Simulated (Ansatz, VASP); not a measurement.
## One calculation of Ti, two programs

```xyz
1
Lattice="0.0000 2.0300 2.0300 2.0300 0.0000 2.0300 2.0300 2.0300 0.0000" Properties=species:S:1:pos:R:3 pbc="T T T"
Ti    0.0000    0.0000    0.0000
```

Alike in both runs: functional LDA; k mesh 11 × 11 × 11; occupations fermi-dirac, width 0.05 eV; no spin polarisation.

|  | VASP | Ansatz |
| --- | --- | --- |
| version | VASP 6.6.1 | Ansatz 0.2.0 |
| potentials or method | VASP PAW LDA potentials, release 64 (Ti_sv), cutoff 520 eV | all-electron LAPW, scalar-relativistic |
| task | single point | band structure |

Ansatz gave:

```
gap on the k mesh at the Fermi level (eV) : none
pressure (GPa)                            : -5.1
```

Question: Estimate VASP's values.

Answer: gap on the k mesh at the Fermi level (eV): none; pressure (GPa): -5.2.

A gap of «none» marks a metal or a gap that the smearing closes. Ansatz ran all-electron here, so the differences hold the error of VASP's frozen core and of both bases.
